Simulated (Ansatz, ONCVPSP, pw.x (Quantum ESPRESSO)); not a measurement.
## pw.x on fcc Mo: one setting changed

Potential: optimised norm-conserving Vanderbilt (ONCV), ONCVPSP 4.0.1.1 (patched build), PBE; core [Kr], reference 4d5 5s1; waves: 5s: rc 2.60 bohr, ncon 4, nbas 8, qcut 2.4 1/bohr, 2 projectors, debl 1.6 Ha; p scattering state at 0.28 Ha: rc 2.80 bohr, ncon 4, nbas 7, qcut 3 1/bohr, 2 projectors, debl 3.2 Ha; 4d: rc 1.70 bohr, ncon 5, nbas 9, qcut 6 1/bohr, 2 projectors, debl 2.4 Ha; local part: polynomial inside 1.55 bohr (lpopt 5, dvloc0 6 Ha); core correction: none. In the p channel the program set the typed energies aside and used 0.050, 3.250 Ha.

The reference run (k-mesh 14³, cutoffs 140/560 Ry, Fermi–Dirac 0.01 Ry, mixing_beta 0.4, conv_thr 1e-9, no spin) gives -2.40 GPa at 16.027 Å³/atom, where all-electron LAPW gives 0.44 GPa. This run, with its own iteration cap, changes tot_charge to -2, a wrong or extreme entry chosen on purpose.

```
&control
  calculation='scf', prefix='x', pseudo_dir='./', outdir='./tmp', tstress=.true., disk_io='none'
/
&system
  ibrav=0, nat=1, ntyp=1, ecutwfc=140, ecutrho=560, nbnd=10,
  occupations='smearing', smearing='fd', degauss=0.01, tot_charge=-2
/
&electrons
  conv_thr=1e-09, mixing_beta=0.4, electron_maxstep=70
/
ATOMIC_SPECIES
Mo 1.0 Mo.UPF
CELL_PARAMETERS angstrom
  0.00000000 2.00112437 2.00112437
  2.00112437 0.00000000 2.00112437
  2.00112437 2.00112437 0.00000000
ATOMIC_POSITIONS crystal
Mo 0.0000 0.0000 0.0000
K_POINTS automatic
14 14 14 0 0 0
```

```bash
pw.x < Mo.scf.in > Mo.scf.out
```

Question: How does the run end?

Answer: It converges in 9 iterations; the free energy moves by +28.19 eV/atom and the pressure by +343.12 GPa. The cell is charged against a uniform background, so energy and pressure depend on the zero of the potential and are not those of the crystal.

```
Message from routine setup:
     using ibrav=0 with symmetry is DISCOURAGED, use correct ibrav instead
     lattice parameter (alat)  =       5.3480  a.u.
     unit-cell volume          =     108.1556 (a.u.)^3
     number of electrons       =         8.00
     number of Kohn-Sham states=           10
     kinetic-energy cutoff     =     140.0000  Ry
     charge density cutoff     =     560.0000  Ry
     scf convergence threshold =      1.0E-09
     Exchange-correlation= PBE
     number of k points=   104  Fermi-Dirac smearing, width (Ry)=  0.0100
     iteration #  1     ecut=   140.00 Ry     beta= 0.40
     total energy              =     -14.03554118 Ry
     estimated scf accuracy    <       0.34523577 Ry
     iteration #  2     ecut=   140.00 Ry     beta= 0.40
     total energy              =     -14.04376934 Ry
     estimated scf accuracy    <       0.03345028 Ry
     iteration #  3     ecut=   140.00 Ry     beta= 0.40
     total energy              =     -14.05143417 Ry
     estimated scf accuracy    <       0.00030403 Ry
     [... 3 iterations left out ...]
     iteration #  7     ecut=   140.00 Ry     beta= 0.40
     total energy              =     -14.05156267 Ry
     estimated scf accuracy    <       0.00000003 Ry
     iteration #  8     ecut=   140.00 Ry     beta= 0.40
     total energy              =     -14.05156268 Ry
     estimated scf accuracy    <          1.7E-09 Ry
     iteration #  9     ecut=   140.00 Ry     beta= 0.40
     the Fermi energy is    15.0182 ev
!    total energy              =     -14.05156268 Ry
     estimated scf accuracy    <          1.8E-11 Ry
     smearing contrib. (-TS)   =      -0.00399402 Ry
     The total energy is F=E-TS. E is the sum of the following terms:
     one-electron contribution =      13.15377935 Ry
     hartree contribution      =       0.66746701 Ry
     xc contribution           =      -6.04524319 Ry
     ewald contribution        =     -21.82357184 Ry
     convergence has been achieved in   9 iterations
          total   stress  (Ry/bohr**3)                   (kbar)     P=     3407.24
     Message from routine punch:
     Nothing written, as per user request (disk_io='none')
```

The run took about 2 min on one core of a shared host (Neoverse-N1, 64 threads, 124 GiB, load 58).
